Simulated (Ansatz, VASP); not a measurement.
# One calculation of Mg, two programs

```
Mg
1.0
     0.00000    2.24426    2.35647
     2.24426    0.00000    2.35647
     2.24426    2.24426    0.00000
Mg
1
Direct
  0.00000 0.00000 0.00000
```

Change from the starting cell: strain +0.000 along x and y, +0.050 along z, atoms carried along.

Alike in both runs: task single point; functional LDA; k mesh 18 × 18 × 18; occupations gaussian, width 0.15 eV; no spin polarisation.

```csv
,VASP,Ansatz
version,VASP 6.6.1,Ansatz 0.2.0
potentials or method,"VASP PAW LDA potentials, release 64 (Mg)","scalar-relativistic, plane waves, PAW"
plane-wave cutoff (eV),520,420
valence electrons in the cell,2,10
```

```csv
,VASP,Ansatz,Ansatz less VASP
gap on the k mesh at the Fermi level (eV),none,none,-
pressure (GPa),-3.1,-2.8,+0.30
largest component of the traceless stress (GPa),0.75,0.75,-0.005
```

A gap of «none» marks a metal or a gap that the smearing closes. The two sets of potentials don't hold the same shells in valence.
